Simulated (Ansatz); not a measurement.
**Co under changes of volume**

One of the cells (10.640 Å³/atom); the others are scaled copies at fixed shape and fractional positions:

```xyz
2
Lattice="2.4720 0.0000 0.0000 -1.2360 2.1408 0.0000 0.0000 0.0000 4.0211" Properties=species:S:1:pos:R:3 pbc="T T T"
Co    1.2360    0.7136    3.0159
Co    0.0000    1.4272    1.0053
```

| Property | Result |
| --- | --- |
| Program | Ansatz 0.2.0 |
| Functional | PBE |
| Potentials or basis | all-electron LAPW, scalar-relativistic |
| Cutoff | 339 eV (chosen from the basis error) |
| Basis error allowed | 0.0005 eV/atom |
| k mesh | 12 × 12 × 7 |
| Occupations | fermi-dirac, width 0.05 eV |
| Spin | collinear spin, ferromagnetic start |
| Starting moments | [2.0, 2.0] μB |

```csv
volume (Å³/atom),energy over the lowest point (meV/atom),pressure (GPa),moment (μB per cell)
10.002,51.70,20.7,3.05
10.215,28.49,14.8,3.10
10.427,?,?,?
10.640,3.23,4.6,3.21
10.853,0.00,0.3,3.25
11.066,2.22,-3.6,3.29
11.279,9.35,-7.1,3.32
```

Q: What does the run at 10.427 Å³/atom give?

A: Energy over the lowest point 12.54 meV/atom; pressure 9.4 GPa; moment 3.16 μB per cell.

Worked out: A Birch-Murnaghan fit of order 3 (a polynomial in V^(-2/3)) to the other rows has its minimum at 10.87 Å³/atom with B0 = V·E''(V) = 209 GPa and B' = 3.9 at fixed shape and positions, which overstates the stiffness. It gives 12.59 meV/atom at 10.427 Å³/atom, against the run's 12.54, and -dE/dV = 9.4 GPa, against 9.4. A parabola through the other rows of the moment, of slope 0.239 μB per Å³/atom there, gives 3.16 μB, against the run's 3.16.

Energies are extrapolated to zero smearing.
